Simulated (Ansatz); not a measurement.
Computed with DFT PBE+D3(BJ), scalar-relativistic, plane waves, PAW in Ansatz. Settings: cutoff 420 eV, Γ-centred meshes spaced at most about 0.3 Å⁻¹ (2π included), Gaussian smearing. No spin polarisation.

Formation energies are uncorrected and refer to the elements' standard structures at the same level.

All energies are static (0 K, no zero-point motion). The comparison covers the computed candidates alone. Spin–orbit coupling, which can matter for I, is left out. Kohn–Sham gaps at this level usually fall short of measured ones. The missing spin–orbit coupling can work the other way here.

A search for NaI gave 4 distinct relaxed structures, 2 of them from databases. Coordination counts I atoms around Na (those within 1.25 times the shortest such distance or 1.15 times the sum of covalent radii).

Question: What is the best candidate for NaI?

Answer: The one with the rock salt type, space group Fm-3m (No. 225), reached from: a Materials Project cell. It has a = 6.359 Å, 32.1 Å³/atom, a gap of 3.79 eV on the mesh. Around Na lie 6 I at 3.18 Å; I is surrounded by 6 Na at 3.18 Å. Its energy over the elements is −1.311 eV/atom. It is a structure that the Crystallography Open Database (COD) lists.

```
Na I
1.0
     0.00000    3.17957    3.17957
     3.17957    0.00000    3.17957
     3.17957    3.17957    0.00000
Na I
1 1
Cartesian
  0.0000 0.0000 0.0000
  3.1796 3.1796 3.1796
```

Question: How much higher is the P4/mmm structure with 42.7 Å³/atom and coordination Na 4 (reached from: sheets of the NaI type stacked in turn)?

Answer: 220 meV/atom. Its gap on the mesh is 2.87 eV.

Question: How much higher is the I4_1/amd structure with 34.9 Å³/atom and coordination Na 4 (reached from: a Materials Project cell)?

Answer: 151 meV/atom. Its gap on the mesh is 2.67 eV.
